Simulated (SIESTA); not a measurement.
## LiCl under changes of volume

One of the cells (17.209 Å³/atom); the others are scaled copies at fixed shape and fractional positions:

```
CELL_PARAMETERS angstrom
0.00000 2.58176 2.58176
2.58176 0.00000 2.58176
2.58176 2.58176 0.00000
ATOMIC_POSITIONS crystal
Cl 0.50000 0.50000 0.50000
Li 0.00000 0.00000 0.00000
```

| Property | Result |
| --- | --- |
| Program | SIESTA 5.4.2 |
| Functional | PBE |
| Potentials or basis | PseudoDojo 0.4 standard (PBE files) |
| Basis | DZP (energy shift 0.003 Ry; two zetas on semicore shells) |
| Grid cutoff | 800 Ry |
| Energy shift | 0.003 Ry |
| k mesh | 9 × 9 × 9 |
| Occupations | fermi-dirac, width 0.05 eV |
| Spin | no spin polarisation |

| volume (Å³/atom) | energy over the lowest point (meV/atom) | pressure (GPa) | gap on the mesh (eV) |
| --- | --- | --- | --- |
| 15.859 | 12.30 | 3.1 | 6.96 |
| 16.196 | 6.77 | 2.2 | 6.82 |
| 16.534 | 3.11 | 1.4 | 6.68 |
| 17.209 | 0.00 | 0.0 | 6.42 |
| 17.546 | ? | ? | ? |
| 17.883 | 2.23 | -1.0 | 6.19 |

Problem. What does the run at 17.546 Å³/atom give?

Solution. Energy over the lowest point 0.57 meV/atom; pressure -0.5 GPa; gap on the mesh 6.30 eV.

Worked out: A Birch-Murnaghan fit of order 3 (a polynomial in V^(-2/3)) to the other rows has its minimum at 17.24 Å³/atom with B0 = V·E''(V) = 31 GPa and B' = 3.3. It gives 0.52 meV/atom at 17.546 Å³/atom, against the run's 0.57, and -dE/dV = -0.5 GPa, against -0.5. A straight line through the other rows of the gap, of slope -6.43 eV per unit of ln V (its deformation potential), gives 6.30 eV, against the run's 6.30.

Energies are extrapolated to zero smearing.

Caveats: an odd mesh through Γ misses points on the zone boundary, where band edges often lie; the basis of atomic orbitals isn't converged, which shifts pressures, moduli and gaps.
